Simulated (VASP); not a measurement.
A calculation with VASP 6.6.1 of Bi (ASE script, Cartesian positions):

The input run.py:

```python
from ase.calculators.vasp import Vasp
from ase.dft.bandgap import bandgap
from ase.io import read

atoms = read('Bi.xyz')
calc = Vasp(
    directory='calc',
    xc='pbe',
    pp='PBE',
    setups='recommended',
    prec='Accurate',
    encut=520,
    ediff=1e-07,
    ismear=0,
    sigma=0.1,
    lreal=False,
    lasph=True,
    nelm=100,
    algo='Fast',
    isif=2,
    lwave=False,
    lcharg=False,
    kpts=[7, 7, 7],
    gamma=True,
)
atoms.calc = calc

print('energy (eV):', atoms.get_potential_energy())
print('free energy (eV):', atoms.get_potential_energy(force_consistent=True))
print('forces (eV/A):')
print(atoms.get_forces())
print('stress (eV/A^3, Voigt):', atoms.get_stress())
print('Fermi level (eV):', calc.get_fermi_level())
gap, top, bottom = bandgap(calc)
print('band gap (eV):', gap, 'from (spin, k, band)', top, 'to', bottom)
```

Contents of Bi.xyz:

```xyz
2
Lattice="2.2675000000 1.3091417354 3.9380000000 -2.2675000000 1.3091417354 3.9380000000 0.0000000000 -2.6182834708 3.9380000000" Properties=species:S:1:pos:R:3 pbc="T T T"
Bi     0.0000000000      0.0000000000      9.0495240000
Bi     0.0000000000      0.0000000000      2.7644760000
```

Potentials or basis: VASP PAW PBE potentials, release 64 (Bi_d).

Command:

```sh
$ python run.py
```

Q: Write the same calculation in another form: native input, structure from a POSCAR.

A: As run:

File INCAR:

```
ALGO = Normal ; EDIFF = 1E-6
ENCUT = 520 ; GGA = PE
ISIF = 2 ; ISMEAR = 0
LASPH = T ; LCHARG = F
LREAL = F ; LWAVE = F
NELM = 80 ; PREC = Accurate
SIGMA = 0.1
```

File KPOINTS:

```
k-points
0
Gamma
  7 7 7
```

POSCAR

```
Bi
1.0
    2.2675000000      1.3091417354      3.9380000000
   -2.2675000000      1.3091417354      3.9380000000
    0.0000000000     -2.6182834708      3.9380000000
Bi
2
Cartesian
    0.0000000000      0.0000000000      9.0495240000
    0.0000000000      0.0000000000      2.7644760000
```

Potentials or basis: VASP PAW PBE potentials, release 64 (Bi_d).

Run with:

```bash
$ cat potpaw_PBE.64/Bi_d/POTCAR > POTCAR
$ mpirun -np 1 vasp_std > vasp.out
```

Both were run:

|  | ASE script, Cartesian positions | native input, structure from a POSCAR |
| --- | --- | --- |
| Pressure | 2.0 GPa | 2.0 GPa |
| Largest force | 0.206 eV/Å | 0.205 eV/Å |
| Band gap on the k mesh | 0.27 eV, indirect (least direct gap 0.53 eV) | 0.27 eV, indirect (least direct gap 0.53 eV) |

Keys that steer only the numerical path or the files written may differ.

Caveat: spin-orbit coupling is left out, which as a rule narrows the gap of such compounds by several tenths of an eV; an odd mesh through Γ misses points on the zone boundary, where band edges often lie.
